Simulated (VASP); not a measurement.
# O (P6_3/mmc) in VASP: further runs

The runs below take O through density of states, electric field gradients, with PBE.

Program: VASP 6.6.1. These are calculated values, not measurements. Logs are shortened: lines on timing, memory, paths and dates and some standing lists are left out, and cuts for length are marked.

## 1. The crystal as given

The structure is hexagonal, space group P6_3/mmc (No. 194). The conventional cell has a = 2.561 Å, b = 2.561 Å, c = 6.575 Å, α = 90.00°, β = 90.00°, γ = 120.00°. O (site symmetry 3m) has 1 O at 1.17 Å as nearest neighbours.

## 2. Density of states, PBE

POSCAR reads:

```
O
1.0
    2.5609995414      0.0000000000      0.0000000000
   -1.2804997707      2.2178906619      0.0000000000
    0.0000000000      0.0000000000      6.5750000000
O
4
Direct
    0.3333333333      0.6666666667      0.1610000000
    0.6666666667      0.3333333333      0.6610000000
    0.3333333333      0.6666666667      0.3390000000
    0.6666666667      0.3333333333      0.8390000000
```

INCAR.step1 reads:

```
SYSTEM = O
  PREC = Accurate
  ENCUT = 520
  EDIFF = 1E-6
  ISMEAR = -1
  SIGMA = 0.01
  LREAL = .FALSE.
  LASPH = .TRUE.
  NELM = 100
  ALGO = Normal
  ISIF = 2
  LWAVE = .FALSE.
  LCHARG = .TRUE.
  GGA = PE
  NBANDS = 20
```

KPOINTS.step1 reads:

```
regular mesh
0
G
  12 12 4
  0 0 0
```

INCAR.step2 reads:

```
SYSTEM = O
  PREC = Accurate
  ENCUT = 520
  EDIFF = 1E-6
  ISMEAR = -5
  SIGMA = 0.01
  LREAL = .FALSE.
  LASPH = .TRUE.
  NELM = 100
  ALGO = Normal
  ISIF = 2
  LWAVE = .FALSE.
  LCHARG = .FALSE.
  GGA = PE
  LORBIT = 10
  NBANDS = 20
  NEDOS = 2001
  ICHARG = 11
```

KPOINTS.step2 reads:

```
regular mesh
0
G
  18 18 6
  0 0 0
```

Potentials or basis: VASP PAW PBE potentials, release 64 (O).

On the command line:

```
cat potpaw_PBE.64/O/POTCAR > POTCAR
cp INCAR.step1 INCAR
cp KPOINTS.step1 KPOINTS
mpirun -np 1 vasp_std > vasp.out
cp INCAR.step2 INCAR
cp KPOINTS.step2 KPOINTS
mpirun -np 1 vasp_std > vasp.out
```

OUTCAR:

```text
SYSTEM = O
   PREC = Accurate
   ENCUT = 520
   EDIFF = 1E-6
   ISMEAR = -5
   LREAL = .FALSE.
   LASPH = .TRUE.
   NELM = 100
   ISIF = 2
   GGA = PE
   LORBIT = 10
   ICHARG = 11

 ion  position               nearest neighbor table
   1  0.333  0.667  0.161-   3 1.17
   2  0.667  0.333  0.661-   4 1.17
   3  0.333  0.667  0.339-   1 1.17
   4  0.667  0.333  0.839-   2 1.17

  LATTYP: Found a hexagonal cell.
 ALAT       =     2.5609995414
 C/A-ratio  =     2.5673569611

  Lattice vectors:

 A1 = (   2.5609995414,   0.0000000000,   0.0000000000)
 A2 = (  -1.2804997707,   2.2178906619,   0.0000000000)
 A3 = (   0.0000000000,   0.0000000000,   6.5750000000)

Analysis of symmetry for initial positions (statically):
=====================================================================
 Subroutine PRICEL returns:
 Original cell was already a primitive cell.

 Routine SETGRP: Setting up the symmetry group for a
 hexagonal supercell.

 Subroutine GETGRP returns: Found 24 space group operations
 (whereof 12 operations were pure point group operations)
 out of a pool of 24 trial point group operations.

The static configuration has the point symmetry D_3d.
 The point group associated with its full space group is D_6h.

Analysis of symmetry for dynamics (positions and initial velocities):
=====================================================================
 Subroutine PRICEL returns:
 Original cell was already a primitive cell.

 Routine SETGRP: Setting up the symmetry group for a
 hexagonal supercell.

 Subroutine GETGRP returns: Found 24 space group operations
 (whereof 12 operations were pure point group operations)
 out of a pool of 24 trial point group operations.

The dynamic configuration has the point symmetry D_3d.
 The point group associated with its full space group is D_6h.

 Subroutine INISYM returns: Found 24 space group operations
 (whereof 12 operations are pure point group operations),
 and found     1 'primitive' translations

----------------------------------------------------------------------------------------

                                     Primitive cell

  volume of cell :      37.3461

  direct lattice vectors                    reciprocal lattice vectors
     2.560999541  0.000000000  0.000000000     0.390472542  0.225439427  0.000000000
    -1.280499771  2.217890662  0.000000000     0.000000000  0.450878854  0.000000000
     0.000000000  0.000000000  6.575000000     0.000000000  0.000000000  0.152091255

  length of vectors
     2.560999541  2.560999541  6.575000000     0.450878854  0.450878854  0.152091255

  position of ions in fractional coordinates (direct lattice)
     0.333333333  0.666666667  0.161000000
     0.666666667  0.333333333  0.661000000
     0.333333333  0.666666667  0.339000000
     0.666666667  0.333333333  0.839000000

  ion indices of the primitive-cell ions
   primitive index   ion index
                 1           1
                 2           2
                 3           3
                 4           4

----------------------------------------------------------------------------------------

 KPOINTS: regular mesh

Automatic generation of k-mesh.
 Grid dimensions read from file:
 generate k-points for:   18   18    6

 Generating k-lattice:

  Cartesian coordinates                     Fractional coordinates (reciprocal lattice)
     0.021692919  0.012524413  0.000000000     0.055555556  0.000000000  0.000000000
     0.000000000  0.025048825  0.000000000     0.000000000  0.055555556  0.000000000
     0.000000000  0.000000000  0.025348542     0.000000000  0.000000000  0.166666667

  Length of vectors
     0.025048825  0.025048825  0.025348542

  Shift w.r.t. Gamma in fractional coordinates (k-lattice)
     0.000000000  0.000000000  0.000000000

 TETIRR: Found   1977 inequivalent tetrahedra from    11664

 Subroutine IBZKPT returns following result:
 ===========================================

 Found    148 irreducible k-points:

 Following reciprocal coordinates:
            Coordinates               Weight
  0.000000  0.000000  0.000000      1.000000
  0.055556  0.000000  0.000000      6.000000
  0.111111  0.000000  0.000000      6.000000
  0.166667  0.000000  0.000000      6.000000
  0.222222  0.000000  0.000000      6.000000
  0.277778  0.000000  0.000000      6.000000
[... 16 lines left out ...]
  0.333333  0.111111  0.000000     12.000000
  0.388889  0.111111  0.000000     12.000000
 [... further k-points ...]
   k-points           NKPTS =    148   k-points in BZ     NKDIM =    148   number of bands    NBANDS=     20
   number of dos      NEDOS =   2001   number of ions     NIONS =      4
   total plane-waves  NPLWV =  20000
   dimension x,y,z NGX =    20 NGY =   20 NGZ =   50
   dimension x,y,z NGXF=    40 NGYF=   40 NGZF=  100
   ions per type =               4
   NGX,Y,Z   is equivalent  to a cutoff of  12.98, 12.98, 12.64 a.u.
   NGXF,Y,Z  is equivalent  to a cutoff of  25.97, 25.97, 25.28 a.u.
 SYSTEM =  O
   PREC   = accura    normal or accurate (medium, high low for compatibility)
   ISTART =      0    job   : 0-new  1-cont  2-samecut
   ICHARG =     11    charge: 1-file 2-atom 10-const
   ISPIN  =      1    spin polarized calculation?
   LNONCOLLINEAR =      F non collinear calculations
   LSORBIT =      F    spin-orbit coupling
   LASPH  =      T    aspherical Exc in radial PAW
   ENCUT  =  520.0 eV  38.22 Ry    6.18 a.u.   4.76  4.76 12.23*2*pi/ulx,y,z
   NELM   =    100;   NELMIN=  2; NELMDL=  0     # of ELM steps
   EDIFF  = 0.1E-05   stopping-criterion for ELM
   LREAL  =      F    real-space projection
   EDIFFG = 0.1E-04   stopping-criterion for IOM
   NSW    =      0    number of steps for IOM
   IBRION =     -1    ionic relax: 0-MD 1-quasi-New 2-CG
   NFREE  =      0    steps in history (QN), initial steepest desc. (CG)
   ISIF   =      2    stress and relaxation
   ISYM   =      2    0-nonsym 1-usesym 2-fastsym
   POTIM  = 0.5000    time-step for ionic-motion
   TEBEG  =    0.0;   TEEND  =   0.0 temperature during run
   PSTRESS=    0.0 pullay stress
   NELECT =      24.0000    total number of electrons
   NUPDOWN=      -1.0000    fix difference up-down
   EMIN   =  10.00;   EMAX   =-10.00  energy-range for DOS
   EFERMI =   0.00;   METHOD = LEGACY
   ISMEAR =    -5;   SIGMA  =   0.01  broadening in eV -4-tet -1-fermi 0-gaus
   EFERMI_NEDOS =   21; number of points for ismear=-14 and -15
   IALGO  =     38    algorithm
   IMIX   =      4    mixing-type and parameters
     AMIX     =   0.40;   BMIX     =  1.00
     AMIX_MAG =   1.60;   BMIX_MAG =  1.00
  volume/ion in A,a.u.               =       9.34        63.01
  Fermi-wavevector in a.u.,A,eV,Ry     =   1.412744  2.669699 27.155125  1.995845
  Thomas-Fermi vector in A             =   2.534461
   LORBIT       =     10    0 simple, 1 ext, 2 COOP (PROOUT), +10 PAW based schemes
   GGA     = PE    functional components
   LHFCALC =     F    Hartree Fock is set to
   AEXX    =    0.0000 exact exchange contribution
   IVDW    =     0    specifies the selected vdW correction
   LEPSILON=     F    determine dielectric tensor
   LRPA    =     F    only Hartree local field effects (RPA)
 non-spin polarized calculation
 Fermi weights with tetrahedron method with Bloechl corrections
  energy-cutoff  :      520.00
  volume of cell :       37.35
 maximum number of plane-waves:      1020
 NGX is ok and might be reduce to    20

 number of electron      23.9999997 magnetization

 Free energy of the ion-electron system (eV)
  ---------------------------------------------------
  ext. energy  EPLUGINS =         0.00000000
  ---------------------------------------------------
  free energy    TOTEN  =       -18.59647931 eV

  energy without entropy =      -18.59647931  energy(sigma->0) =      -18.59647931

 E-fermi :   2.3764     XC(G=0): -10.5511

 val. band max:        2.3505898921   @ k =   0.2778   0.2778   0.0000
 cond. band min:       2.3609082819   @ k =   0.4444   0.1111   0.0000
 fundamental gap:      0.0103183898
 Fermi energy:         2.3764207402

 k-point     1 :       0.0000    0.0000    0.0000
  band No.  band energies     occupation
      1     -26.6354      2.00000
      2     -26.4957      2.00000
      3     -13.6556      2.00000
      4     -11.7844      2.00000
      5      -7.7562      2.00000
      6      -4.7729      2.00000
[... 12 lines left out ...]
     19      17.8469      0.00000
     20      18.5164      0.00000

 k-point     2 :       0.0556    0.0000    0.0000
  band No.  band energies     occupation
      1     -26.6131      2.00000
      2     -26.4755      2.00000
      3     -13.6141      2.00000
      4     -11.7620      2.00000
      5      -7.7392      2.00000
      6      -4.8064      2.00000
[... 12 lines left out ...]
     19      17.9012      0.00000
     20      18.5311      0.00000

 k-point     3 :       0.1111    0.0000    0.0000
  band No.  band energies     occupation
      1     -26.5481      2.00000
      2     -26.4159      2.00000
      3     -13.4917      2.00000
      4     -11.6970      2.00000
      5      -7.6924      2.00000
      6      -4.9383      2.00000
[... 12 lines left out ...]
     19      18.0579      0.00000
     20      18.5810      0.00000

 k-point     4 :       0.1667    0.0000    0.0000
  band No.  band energies     occupation
      1     -26.4463      2.00000
      2     -26.3234      2.00000
      3     -13.2954      2.00000
      4     -11.5977      2.00000
      5      -7.6292      2.00000
      6      -5.2424      2.00000
[... 429 lines left out ...]
 k-point    23 :       0.3333    0.1111    0.0000
  band No.  band energies     occupation
      1     -25.8955      2.00000
      2     -25.8396      2.00000
      3     -12.0423      2.00000
      4     -11.1912      2.00000
      5      -7.5981      2.00000
      6      -7.0540      2.00000
[... 12 lines left out ...]
     19      18.0083      0.00000
     20      19.1800      0.00000

 k-point    24 :       0.3889    0.1111    0.0000
  band No.  band energies     occupation
      1     -25.8208      2.00000
      2     -25.7801      2.00000
      3     -11.8133      2.00000
      4     -11.1924      2.00000
      5      -7.6275      2.00000
      6      -7.3095      2.00000
[... 12 lines left out ...]
     19      17.7883      0.00000
     20      19.2509      0.00000

 [... further k-points ...]
[... 5 lines left out ...]
  --------------------------------------------------------------------------------------
  -------------------------------------------------------------------------------------
  Total       -0.1066853     -0.1066853     16.0786755      0.0000000      0.0000000      0.0000000
  in kB       -4.5768807     -4.5768807    689.7877270      0.0000000      0.0000000      0.0000000
  external PRESSURE =     226.8779886 kB  Pullay stress =       0.0000000 kB

 VOLUME and BASIS-vectors are now :
 -----------------------------------------------------------------------------
  energy-cutoff  :      520.00
  volume of cell :       37.35
      direct lattice vectors                 reciprocal lattice vectors
     2.560999541  0.000000000  0.000000000     0.390472542  0.225439427  0.000000000
    -1.280499771  2.217890662  0.000000000     0.000000000  0.450878854  0.000000000
     0.000000000  0.000000000  6.575000000     0.000000000  0.000000000  0.152091255

 POSITION                                       TOTAL-FORCE (eV/Angst)
 -----------------------------------------------------------------------------------
     -0.00000      1.47859      1.05858         0.000000      0.000000     -4.899660
      1.28050      0.73930      4.34608        -0.000000      0.000000     -4.899660
     -0.00000      1.47859      2.22892         0.000000      0.000000      4.899660
      1.28050      0.73930      5.51642        -0.000000      0.000000      4.899660
 -----------------------------------------------------------------------------------
    total drift:                               -0.000000      0.000000     -0.000000

  FREE ENERGIE OF THE ION-ELECTRON SYSTEM (eV)
  ---------------------------------------------------
  free  energy   TOTEN  =       -18.5964793137 eV

  energy  without entropy=      -18.5964793137  energy(sigma->0) =      -18.59647931

 total charge

# of ion       s       p       d       tot
------------------------------------------
    1        1.630   3.360   0.000   4.990
    2        1.630   3.360   0.000   4.990
    3        1.630   3.360   0.000   4.990
    4        1.630   3.360   0.000   4.990
--------------------------------------------------
tot          6.520  13.439   0.000  19.959
```

Wall time 54 s (1 thread of Intel Xeon Platinum 8488C (Sapphire Rapids), shared host); peak memory 0.18 GiB.

Results:

```yaml
Valence_electrons_inside_the_program's_atomic_spheres: O 4.99
```

States per cell in windows of 1 eV (zero at the Fermi level; states under -8 eV left out):
```
from (eV)  total  O1_p  O2_p  O3_p  O4_p  O1_s  O2_s
     -8.0   5.01  0.96  0.96  0.96  0.96  0.08  0.08
     -7.0   2.65  0.54  0.54  0.54  0.54  0.01  0.01
     -6.0   0.00  0.00  0.00  0.00  0.00  0.00  0.00
     -5.0   0.00  0.00  0.00  0.00  0.00  0.00  0.00
     -4.0   0.00  0.00  0.00  0.00  0.00  0.00  0.00
     -3.0   0.10  0.02  0.02  0.02  0.02  0.00  0.00
     -2.0   2.22  0.39  0.39  0.39  0.39  0.00  0.00
     -1.0   1.71  0.32  0.32  0.32  0.32  0.00  0.00
      0.0   3.51  0.72  0.72  0.72  0.72  0.00  0.00
      1.0   0.46  0.10  0.10  0.10  0.10  0.00  0.00
      2.0   0.00  0.00  0.00  0.00  0.00  0.00  0.00
      3.0   0.00  0.00  0.00  0.00  0.00  0.00  0.00
      4.0   0.00  0.00  0.00  0.00  0.00  0.00  0.00
      5.0   0.00  0.00  0.00  0.00  0.00  0.00  0.00
      6.0   0.00  0.00  0.00  0.00  0.00  0.00  0.00
      7.0   0.00  0.00  0.00  0.00  0.00  0.00  0.00
```

Caveat: the standard files for N, O and F lose accuracy on very short bonds; spin is off for a triplet molecule; tetrahedron occupations give inexact forces and stress in metals.

(Part 1 of 2 ends here.)
